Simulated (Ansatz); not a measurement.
# CoO: the cost of one run

Program: Ansatz 0.2.0. Level of theory: DFT revPBE + D4 with U = 3.3 eV on Co 3d, scalar-relativistic, plane waves, PAW. These are calculated values, not measurements.

3 further runs of the same task are left out: 1 that didn't finish, 2 set aside as unsound or not needed. Runs told in other sessions of the task aren't counted.

## (1) Starting point

The structure is trigonal, space group R-3m (No. 166). Conventional cell: a = 3.018 Å, b = 3.018 Å, c = 7.291 Å, α = 90.00°, β = 90.00°, γ = 120.00°. Around Co (site symmetry -3m) lie 6 O at 2.12 Å. Around O (site symmetry -3m) lie 6 Co at 2.12 Å.

As a file:

```
CELL_PARAMETERS angstrom
-1.50859 1.50969 2.13258
1.48181 -1.50969 2.11342
1.50859 1.50969 -2.13258
ATOMIC_POSITIONS crystal
Co 0.00000 0.00000 0.00000
O 0.50000 0.50000 0.00000
```

An earlier run on this cell at PBE+U (U_eff = 3.3 eV on Co 3d) gave 10.35 GPa at 9.584 Å³/atom (10×10×10 mesh), mesh gap 1.24 eV, spin moments in the atoms' spheres Co 2.60; O 0.23 μB. The cell is compressed at this level.

## (2) At the given cell

Contents of input.yaml:

```yaml
crystal:
  lattice:
    - [-1.5085856023, 1.5096864681, 2.132583099]
    - [1.4818132539, -1.5096864681, 2.1134241447]
    - [1.5085856023, 1.5096864681, -2.132583099]
  atoms:
    - { symbol: Co, position: [0.0, 0.0, 0.0], spin: 2.86 }
    - { symbol: O, position: [0.5, 0.5, 0.0] }
basis:
  ecutwfc: 420
  ecutrho_ratio: 4
kpoints:
  mp_grid: { grid: [10, 10, 10] }
hamiltonian:
  xc: revpbe
  dispersion: d4
  hubbard: { sites: [{ species: Co, l: d, u_eff: 3.3 }] }
scf:
  occupations: { method: gaussian, width: 0.05 }
  lower_state_search: "off"
output:
  forces: true
  stress: true
  eigenvalues: true
  populations: true
magnetization:
  spin_polarized: true
relax:
  f_tol: 0.02
  max_steps: 40
  cell: { stress_tol: 0.2, fix: [volume] }
checkpoint:
  read: start.run
  write: ck
  compress: false
  write_wavefunctions: false
  write_every: 100000
```

start.run holds the state of a PBE+U run on this cell.

The run is started by

```sh
$ ansatz run input.yaml --threads 4 --pin off --max-ram 8192MiB --backend cpu --events-out ev --progress --plain --runs-dir out
```

What time and memory should one allow on 4 threads of Arm Neoverse V1, shared host?

About 11 s, with a peak of 0.49 GiB.
